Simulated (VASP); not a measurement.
# Ni (Fm-3m) in VASP: a series of runs, part 2 of 2

VASP 6.6.1. The steps go on from the part before.

## 4. Single point, LDA, collinear spin, ferromagnetic start

This run uses another cell than the first one, of 10.03 Å³/atom, 0.916 times its volume.

Input file INCAR:

```
PREC = Accurate
ENCUT = 350
EDIFF = 1E-7
ISMEAR = 0
SIGMA = 0.1
LREAL = F
LASPH = T
NELM = 100
ALGO = Fast
ISIF = 2
LWAVE = F
LCHARG = F
ISPIN = 2
MAGMOM = 0.8
LORBIT = 11
LMAXMIX = 4
GGA = CA
NBANDS = 15
```

Input file KPOINTS:

```
regular mesh
0
Gamma
  10 10 10
```

Input file POSCAR:

```
Ni                                      
1.0
    0.0000000000      1.7114603998      1.7114603998
    1.7114603998      0.0000000000      1.7114603998
    1.7114603998      1.7114603998     -0.0000000000
  Ni            
     1
Direct
     0.0000000000000000    0.0000000000000000    0.0000000000000000
```

Potentials or basis: VASP PAW LDA potentials, release 64 (Ni).

Launch:

```console
> cat potpaw_LDA.64/Ni/POTCAR > POTCAR
> mpirun -np 1 vasp_std > vasp.out
```

OUTCAR:

```text
PREC = Accurate
   ENCUT = 350
   EDIFF = 1E-7
   ISMEAR = 0
   LREAL = F
   LASPH = T
   NELM = 100
   ISIF = 2
   ISPIN = 2
   LORBIT = 11
   GGA = CA

 ion  position               nearest neighbor table
   1  0.000  0.000  0.000-

  LATTYP: Found a face centered cubic cell.
 ALAT       =     3.4229207996

  Lattice vectors:

 A1 = (   0.0000000000,   1.7114603998,   1.7114603998)
 A2 = (   1.7114603998,   0.0000000000,   1.7114603998)
 A3 = (   1.7114603998,   1.7114603998,   0.0000000000)

Analysis of symmetry for initial positions (statically):
=====================================================================
 Subroutine PRICEL returns:
 Original cell was already a primitive cell.

 Routine SETGRP: Setting up the symmetry group for a
 face centered cubic supercell.

 Subroutine GETGRP returns: Found 48 space group operations
 (whereof 48 operations were pure point group operations)
 out of a pool of 48 trial point group operations.

The static configuration has the point symmetry O_h .

Analysis of symmetry for dynamics (positions and initial velocities):
=====================================================================
 Subroutine PRICEL returns:
 Original cell was already a primitive cell.

 Routine SETGRP: Setting up the symmetry group for a
 face centered cubic supercell.

 Subroutine GETGRP returns: Found 48 space group operations
 (whereof 48 operations were pure point group operations)
 out of a pool of 48 trial point group operations.

The dynamic configuration has the point symmetry O_h .

Analysis of structural, dynamic, and magnetic symmetry:
=====================================================================
 Subroutine PRICEL returns:
 Original cell was already a primitive cell.

 Routine SETGRP: Setting up the symmetry group for a
 face centered cubic supercell.

 Subroutine GETGRP returns: Found 48 space group operations
 (whereof 48 operations were pure point group operations)
 out of a pool of 48 trial point group operations.

The overall configuration has the point symmetry O_h .

 Subroutine INISYM returns: Found 48 space group operations
 (whereof 48 operations are pure point group operations),
 and found     1 'primitive' translations

----------------------------------------------------------------------------------------

                                     Primitive cell

  volume of cell :      10.0261

  direct lattice vectors                    reciprocal lattice vectors
     0.000000000  1.711460400  1.711460400    -0.292148156  0.292148156  0.292148156
     1.711460400  0.000000000  1.711460400     0.292148156 -0.292148156  0.292148156
     1.711460400  1.711460400  0.000000000     0.292148156  0.292148156 -0.292148156

  length of vectors
     2.420370509  2.420370509  2.420370509     0.506015450  0.506015450  0.506015450

  position of ions in fractional coordinates (direct lattice)
     0.000000000  0.000000000  0.000000000

  ion indices of the primitive-cell ions
   primitive index   ion index
                 1           1

----------------------------------------------------------------------------------------

 KPOINTS: regular mesh

Automatic generation of k-mesh.
 Grid dimensions read from file:
 generate k-points for:   10   10   10

 Generating k-lattice:

  Cartesian coordinates                     Fractional coordinates (reciprocal lattice)
    -0.029214816  0.029214816  0.029214816     0.100000000  0.000000000  0.000000000
[... 73 lines left out ...]
   EFERMI =   0.00;   METHOD = LEGACY
   ISMEAR =     0;   SIGMA  =   0.10  broadening in eV -4-tet -1-fermi 0-gaus
   EFERMI_NEDOS =   21; number of points for ismear=-14 and -15
   IALGO  =     68    algorithm
   IMIX   =      4    mixing-type and parameters
     AMIX     =   0.40;   BMIX     =  1.00
     AMIX_MAG =   1.60;   BMIX_MAG =  1.00
  volume/ion in A,a.u.               =      10.03        67.66
  Fermi-wavevector in a.u.,A,eV,Ry     =   1.635679  3.090984 36.401633  2.675445
  Thomas-Fermi vector in A             =   2.727111
   LORBIT       =     11    0 simple, 1 ext, 2 COOP (PROOUT), +10 PAW based schemes
   GGA     = CA    functional components
   LHFCALC =     F    Hartree Fock is set to
   AEXX    =    0.0000 exact exchange contribution
   IVDW    =     0    specifies the selected vdW correction
   LEPSILON=     F    determine dielectric tensor
   LRPA    =     F    only Hartree local field effects (RPA)
 spin polarized calculation
 RMM-DIIS sequential band-by-band and
 Gauss-broadening in eV      SIGMA  =   0.10
  energy-cutoff  :      350.00
  volume of cell :       10.03
 maximum number of plane-waves:       169
   NGX =  7   NGY =  7   NGZ =  7

 number of electron      10.0000000 magnetization       0.8000000

 number of electron       9.9999991 magnetization       0.6499604

 Free energy of the ion-electron system (eV)
  ---------------------------------------------------
  ext. energy  EPLUGINS =         0.00000000
  ---------------------------------------------------
  free energy    TOTEN  =        -6.58680772 eV

  energy without entropy =       -6.57807915  energy(sigma->0) =       -6.58244343

 E-fermi :  10.2656     XC(G=0): -14.1058

 val. band max:       10.2482479286   @ k =   0.5000   0.3000   0.1000
 cond. band min:      10.2715829026   @ k =   0.4000   0.0000   0.0000
 fundamental gap:      0.0233349740
 Fermi energy:        10.2656134191

 spin component 1

 k-point     1 :       0.0000    0.0000    0.0000
  band No.  band energies     occupation
      1       0.6720      1.00000
      2       7.6540      1.00000
      3       7.6540      1.00000
      4       7.6540      1.00000
      5       8.9570      1.00000
      6       8.9570      1.00000
      7      34.7039      0.00000
      8      39.1125      0.00000
      9      39.1125      0.00000
     10      39.1125      0.00000
     11      42.3786      0.00000
     12      42.3786      0.00000
     13      42.3786      0.00000
     14      45.3540      0.00000
[... 403 lines left out ...]
      4       9.0895      1.00000
      5       9.7108      1.00000
      6      10.3784      0.05538
      7      24.9874      0.00000
      8      26.1996      0.00000
      9      28.0251      0.00000
     10      32.6369      0.00000
     11      37.4854      0.00000
     12      52.3602      0.00000
     13      52.9464      0.00000
     14      58.1345      0.00000
     15      59.3372      0.00000

 [... further k-points ...]

 spin component 2

 k-point     1 :       0.0000    0.0000    0.0000
  band No.  band energies     occupation
      1       0.7302      1.00000
      2       8.3148      1.00000
      3       8.3148      1.00000
      4       8.3148      1.00000
      5       9.5661      1.00000
      6       9.5661      1.00000
      7      34.7008      0.00000
      8      39.1721      0.00000
      9      39.1721      0.00000
     10      39.1721      0.00000
     11      42.5710      0.00000
     12      42.5710      0.00000
     13      42.5710      0.00000
     14      45.3408      0.00000
[... 403 lines left out ...]
      4       9.7604      1.00000
      5      10.3890      0.04049
      6      10.8883      0.00000
      7      25.1634      0.00000
      8      26.3876      0.00000
      9      28.1496      0.00000
     10      32.8341      0.00000
     11      37.6507      0.00000
     12      52.4390      0.00000
     13      53.0071      0.00000
     14      58.2660      0.00000
     15      59.4030      0.00000

 [... further k-points ...]

------------------------ aborting loop because EDIFF is reached ----------------------------------------

  FORCE on cell =-STRESS in cart. coord.  units (eV):
  Direction    XX          YY          ZZ          XY          YZ          ZX
  --------------------------------------------------------------------------------------
  -------------------------------------------------------------------------------------
  Total        0.0033180      0.0033180      0.0033180     -0.0000000     -0.0000000      0.0000000
  in kB        0.5302168      0.5302168      0.5302168     -0.0000000     -0.0000000      0.0000000
  external PRESSURE =       0.5302168 kB  Pullay stress =       0.0000000 kB

 VOLUME and BASIS-vectors are now :
 -----------------------------------------------------------------------------
  energy-cutoff  :      350.00
  volume of cell :       10.03
      direct lattice vectors                 reciprocal lattice vectors
     0.000000000  1.711460400  1.711460400    -0.292148156  0.292148156  0.292148156
     1.711460400  0.000000000  1.711460400     0.292148156 -0.292148156  0.292148156
     1.711460400  1.711460400  0.000000000     0.292148156  0.292148156 -0.292148156

 POSITION                                       TOTAL-FORCE (eV/Angst)
 -----------------------------------------------------------------------------------
      0.00000      0.00000      0.00000         0.000000      0.000000     -0.000000
 -----------------------------------------------------------------------------------
    total drift:                                0.000000      0.000000     -0.000000

  FREE ENERGIE OF THE ION-ELECTRON SYSTEM (eV)
  ---------------------------------------------------
  free  energy   TOTEN  =        -6.5868077203 eV

  energy  without entropy=       -6.5780791483  energy(sigma->0) =       -6.58244343

 total charge

# of ion       s       p       d       tot
------------------------------------------
    1        0.537   0.575   8.357   9.468

 magnetization (x)

# of ion       s       p       d       tot
------------------------------------------
    1       -0.003  -0.017   0.670   0.649
```

Wall time 5.2 s (1 thread of Intel Xeon Platinum 8488C (Sapphire Rapids), shared host); peak memory 0.11 GiB.

What came out:

```yaml
Free_energy: -6.5868 eV
Pressure: 0.1 GPa
Band_gap_on_the_k_mesh: none (metal or under the smearing width)
Net_moment: 0.65 μB per cell
Site_moments: Ni +0.65 μB
Valence_electrons_inside_the_program's_atomic_spheres: Ni 9.47
```

## 5. Single point, LDA, collinear spin, ferromagnetic start (a relaxed cell with its volume scaled by 0.97)

INCAR is that of step 4.

KPOINTS is that of step 4.

Input file POSCAR:

```
Ni                                      
1.0
    0.0000000000      1.6941717390      1.6941717390
    1.6941717390      0.0000000000      1.6941717390
    1.6941717390      1.6941717390     -0.0000000000
  Ni            
     1
Direct
     0.0000000000000000    0.0000000000000000    0.0000000000000000
```

Potentials or basis: VASP PAW LDA potentials, release 64 (Ni).

Launch:

```console
> cat potpaw_LDA.64/Ni/POTCAR > POTCAR
> mpirun -np 1 vasp_std > vasp.out
```

OUTCAR:

```text
PREC = Accurate
   ENCUT = 350
   EDIFF = 1E-7
   ISMEAR = 0
   LREAL = F
   LASPH = T
   NELM = 100
   ISIF = 2
   ISPIN = 2
   LORBIT = 11
   GGA = CA

 ion  position               nearest neighbor table
   1  0.000  0.000  0.000-

  LATTYP: Found a face centered cubic cell.
 ALAT       =     3.3883434780

  Lattice vectors:

 A1 = (   0.0000000000,   1.6941717390,   1.6941717390)
 A2 = (   1.6941717390,   0.0000000000,   1.6941717390)
 A3 = (   1.6941717390,   1.6941717390,   0.0000000000)

Analysis of symmetry for initial positions (statically):
=====================================================================
 Subroutine PRICEL returns:
 Original cell was already a primitive cell.

 Routine SETGRP: Setting up the symmetry group for a
 face centered cubic supercell.

 Subroutine GETGRP returns: Found 48 space group operations
 (whereof 48 operations were pure point group operations)
 out of a pool of 48 trial point group operations.

The static configuration has the point symmetry O_h .

Analysis of symmetry for dynamics (positions and initial velocities):
=====================================================================
 Subroutine PRICEL returns:
 Original cell was already a primitive cell.

 Routine SETGRP: Setting up the symmetry group for a
 face centered cubic supercell.

 Subroutine GETGRP returns: Found 48 space group operations
 (whereof 48 operations were pure point group operations)
 out of a pool of 48 trial point group operations.

The dynamic configuration has the point symmetry O_h .

Analysis of structural, dynamic, and magnetic symmetry:
=====================================================================
 Subroutine PRICEL returns:
 Original cell was already a primitive cell.

 Routine SETGRP: Setting up the symmetry group for a
 face centered cubic supercell.

 Subroutine GETGRP returns: Found 48 space group operations
 (whereof 48 operations were pure point group operations)
 out of a pool of 48 trial point group operations.

The overall configuration has the point symmetry O_h .

[... 162 lines left out ...]
      6       9.4160      1.00000
      7      35.4418      0.00000
      8      40.1016      0.00000
      9      40.1016      0.00000
     10      40.1016      0.00000
     11      43.5270      0.00000
     12      43.5270      0.00000
     13      43.5270      0.00000
     14      46.3730      0.00000
[... 403 lines left out ...]
      4       9.5555      1.00000
      5      10.2070      1.00000
      6      10.8882      0.02450
      7      25.7707      0.00000
      8      27.0361      0.00000
      9      28.8707      0.00000
     10      33.5538      0.00000
     11      38.6219      0.00000
     12      53.5465      0.00000
     13      54.1115      0.00000
     14      59.3652      0.00000
     15      60.6038      0.00000

 [... further k-points ...]

 spin component 2

 k-point     1 :       0.0000    0.0000    0.0000
  band No.  band energies     occupation
      1       0.9896      1.00000
      2       8.7038      1.00000
      3       8.7038      1.00000
      4       8.7038      1.00000
      5      10.0149      1.00000
      6      10.0149      1.00000
      7      35.4415      0.00000
      8      40.1593      0.00000
      9      40.1593      0.00000
     10      40.1593      0.00000
     11      43.7189      0.00000
     12      43.7189      0.00000
     13      43.7189      0.00000
     14      46.3603      0.00000
[... 403 lines left out ...]
      4      10.2154      1.00000
      5      10.8748      0.03755
      6      11.3909      0.00000
      7      25.9484      0.00000
      8      27.2243      0.00000
      9      28.9961      0.00000
     10      33.7521      0.00000
     11      38.7897      0.00000
     12      53.6262      0.00000
     13      54.1798      0.00000
     14      59.5411      0.00000
     15      60.6730      0.00000

 [... further k-points ...]

------------------------ aborting loop because EDIFF is reached ----------------------------------------

  FORCE on cell =-STRESS in cart. coord.  units (eV):
  Direction    XX          YY          ZZ          XY          YZ          ZX
  --------------------------------------------------------------------------------------
  -------------------------------------------------------------------------------------
  Total        0.4993554      0.4993554      0.4993554      0.0000000      0.0000000      0.0000000
  in kB       82.2655641     82.2655641     82.2655641      0.0000000      0.0000000      0.0000000
  external PRESSURE =      82.2655641 kB  Pullay stress =       0.0000000 kB

 VOLUME and BASIS-vectors are now :
 -----------------------------------------------------------------------------
  energy-cutoff  :      350.00
  volume of cell :        9.73
      direct lattice vectors                 reciprocal lattice vectors
     0.000000000  1.694171739  1.694171739    -0.295129466  0.295129466  0.295129466
     1.694171739  0.000000000  1.694171739     0.295129466 -0.295129466  0.295129466
     1.694171739  1.694171739  0.000000000     0.295129466  0.295129466 -0.295129466

 POSITION                                       TOTAL-FORCE (eV/Angst)
 -----------------------------------------------------------------------------------
      0.00000      0.00000      0.00000         0.000000      0.000000     -0.000000
 -----------------------------------------------------------------------------------
    total drift:                                0.000000      0.000000     -0.000000

  FREE ENERGIE OF THE ION-ELECTRON SYSTEM (eV)
  ---------------------------------------------------
  free  energy   TOTEN  =        -6.5783838707 eV

  energy  without entropy=       -6.5699721054  energy(sigma->0) =       -6.57417799

 total charge

# of ion       s       p       d       tot
------------------------------------------
    1        0.551   0.606   8.377   9.534

 magnetization (x)

# of ion       s       p       d       tot
------------------------------------------
    1       -0.003  -0.018   0.656   0.635
```

Wall time 5.4 s (1 thread of Intel Xeon Platinum 8488C (Sapphire Rapids), shared host); peak memory 0.11 GiB.

What came out:

| Quantity | Value |
| --- | --- |
| Free energy | -6.5784 eV |
| Pressure | 8.2 GPa |
| Band gap on the k mesh | none (metal or under the smearing width) |
| Net moment | 0.64 μB per cell |
| Site moments | Ni +0.64 μB |
| Valence electrons inside the program's atomic spheres | Ni 9.53 |

Levels at points of the mesh, in eV from the Fermi level:
Spin up:
| k point | band 1 | band 2 | band 3 | band 4 | band 5 | band 6 | band 7 | band 8 | band 9 | band 10 |
| --- | --- | --- | --- | --- | --- | --- | --- | --- | --- | --- |
| (0.00, 0.00, 0.00) | -9.82 | -2.70 | -2.70 | -2.70 | -1.33 | -1.33 | 24.69 | 29.35 | 29.35 | 29.35 |
| (0.50, 0.00, 0.00) | -5.48 | -2.71 | -2.71 | -0.51 | -0.51 | -0.49 | 6.54 | 23.16 | 26.54 | 26.54 |
| (0.50, 0.50, 0.00) | -5.37 | -4.81 | -0.48 | -0.33 | -0.33 | 2.50 | 10.30 | 15.82 | 15.82 | 21.27 |
Spin down:
| k point | band 3 | band 4 | band 5 | band 6 | band 7 | band 8 |
| --- | --- | --- | --- | --- | --- | --- |
| (0.00, 0.00, 0.00) | -2.05 | -2.05 | -0.73 | -0.73 | 24.69 | 29.41 |
| (0.50, 0.00, 0.00) | -2.12 | -0.44 | 0.18 | 0.18 | 6.95 | 23.15 |
| (0.50, 0.50, 0.00) | 0.14 | 0.42 | 0.42 | 2.57 | 10.61 | 15.91 |

## 6. The runs side by side

| task | cell | gap on the mesh (eV) | pressure (GPa) | moment (μB) |
| --- | --- | --- | --- | --- |
| relaxation of cell and atoms | relaxed | none | 0.0 | 0.65 |
| single point | Fm-3m, 10.03 Å³/atom | none | 0.1 | 0.65 |
| single point | a relaxed cell with its volume scaled by 0.97 | none | 8.2 | 0.64 |

Alike in all rows: level LDA; potentials or basis VASP PAW LDA potentials, release 64 (Ni); spin collinear, ferromagnetic start; k mesh 10 × 10 × 10; cutoff (eV) 350; smearing gaussian 0.1 eV.

Absolute energies hang on the potentials; compare differences alone.
